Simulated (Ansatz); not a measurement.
The system is MgSi.

```xyz
2
Lattice="2.9084 0.0000 0.0000 0.0000 2.9084 0.0000 0.0000 0.0000 4.1034" Properties=species:S:1:pos:R:3 pbc="T T T"
Si    1.4542    1.4542    2.0517
Mg    0.0000    0.0000    0.0000
```

The cell comes from a database or a generator and needn't be the stable form of this composition.

```yaml
Program: Ansatz 0.2.0
Task: relaxation of cell and atoms
Functional: HF
Potentials_or_basis: Ansatz PAW
Cutoff: "420 eV (not typed: the program's choice for these potentials)"
k_mesh: 5 × 5 × 4
Occupations: fermi-dirac, width 0.05 eV
Spin: no spin polarisation
```

At the start: volume 17.35 Å³/atom.

Question: How do energy, volume and symmetry change on relaxing?

Answer: It ends after 6 steps and the volume is 18.47 Å³/atom (+6.4 %); space group P4/mmm (No. 123, to 0.05 Å).

Step by step:
| step | energy change (eV) | largest force (eV/Å) | volume (Å³) |
| --- | --- | --- | --- |
| 1 | 0.0000 | 0.0000 | 34.71 |
| 2 | -0.0194 | 0.0000 | 37.84 |
| 3 | -0.0220 | 0.0000 | 37.51 |
| 4 | -0.0300 | 0.0000 | 36.96 |
| 5 | -0.0300 | 0.0000 | 36.94 |
| 6 | -0.0304 | 0.0000 | 36.94 |

Final structure:
```
CELL_PARAMETERS angstrom
2.96824 0.00000 0.00000
0.00000 2.96824 0.00000
0.00000 0.00000 4.19330
ATOMIC_POSITIONS crystal
Si 0.50000 0.50000 0.50000
Mg 0.00000 0.00000 0.00000
```

Caveat: the k mesh is coarse (spacing up to 0.43 Å⁻¹), so the values aren't converged, least of all with exact exchange; the plane-wave basis is chosen anew once the cell has moved, so the energies of steps on either side of that aren't comparable; the PAW data sets come from PBE, with cores solved anew for the run's functional, which leaves a small shift of forces and pressure.
